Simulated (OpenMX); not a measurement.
Crystal: GaN.

```
Ga N
1.0
     3.18000    0.00000    0.00000
    -1.59000    2.75396    0.00000
     0.00000    0.00000    5.16600
Ga N
2 2
Cartesian
  1.5900 0.9180 2.5830
  0.0000 1.8360 0.0000
  1.5900 0.9180 4.5203
  0.0000 1.8360 1.9373
```

Base run:

* Program: OpenMX 3.8.5
* Functional: PBE
* Potentials or basis: OpenMX 2013 PBE set, Ga7.0-s3p2d2f1, N6.0-s3p2d2, grid cutoff 500 Ry
* k mesh: 11 × 11 × 5
* Occupations: fermi-dirac, width 0.05 eV
* Spin: no spin polarisation

Its results: band gap on the k mesh 1.99 eV, direct; pressure 9.2 GPa; largest force 0.121 eV/Å.

Problem. The run is repeated on the same cell with these changes: functional from PBE to LDA; potentials or basis from OpenMX 2013 PBE set, Ga7.0-s3p2d2f1, N6.0-s3p2d2, grid cutoff 500 Ry to OpenMX 2013 LDA set, Ga7.0-s3p2d2, N6.0-s2p2d1, grid cutoff 500 Ry. What comes out?

Solution. Band gap on the k mesh 2.43 eV, direct; pressure -1.7 GPa; largest force 0.113 eV/Å.

Caveats: the basis of atomic orbitals isn't converged, which shifts pressures, moduli and gaps.
